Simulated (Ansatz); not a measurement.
Starting structure of a cell relaxation (symmetry kept):

Space group Fm-3m (No. 225). a = 4.050 Å, b = 4.050 Å, c = 4.050 Å, α = 90.00°, β = 90.00°, γ = 90.00°
| atom | site | symmetry | x | y | z |
| --- | --- | --- | --- | --- | --- |
| Al | 4a | m-3m | 0.0000 | 0.0000 | 0.0000 |

Computed with DFT PBE, scalar-relativistic, plane waves, PAW in Ansatz.

Cutoff 420 eV; k points 18×18×18 on the computed 1-atom cell (Γ-centred); Gaussian smearing, width 0.10 eV; no spin polarisation.

Problem. What does it relax to?

Solution. The volume decreases by 0.10 Å³/atom to 16.50 Å³/atom, and the energy falls by 0.1 meV/atom. Final structure:
```cif
data_structure
_symmetry_space_group_name_H-M 'P 1'
_symmetry_Int_Tables_number 1
_cell_length_a 2.8577
_cell_length_b 2.8577
_cell_length_c 2.8577
_cell_angle_alpha 60.000
_cell_angle_beta 60.000
_cell_angle_gamma 60.000
_cell_volume 16.50
loop_
_atom_site_label
_atom_site_type_symbol
_atom_site_fract_x
_atom_site_fract_y
_atom_site_fract_z
_atom_site_occupancy
Al1 Al 0.00000 0.00000 0.00000 1
```

Course of the relaxation (steps run on the plane waves of an earlier cell, and the basis is chosen afresh near the end, so energy and pressure can step there; trial steps that raised the energy were taken back; energies are free energies):

```csv
step,E − E_final (meV/atom),P (GPa),V (Å³/atom)
1,0.1,-0.46,16.60
2,0.0,0.06,16.49
3,0.0,0.00,16.50
4,0.0,0.00,16.50
```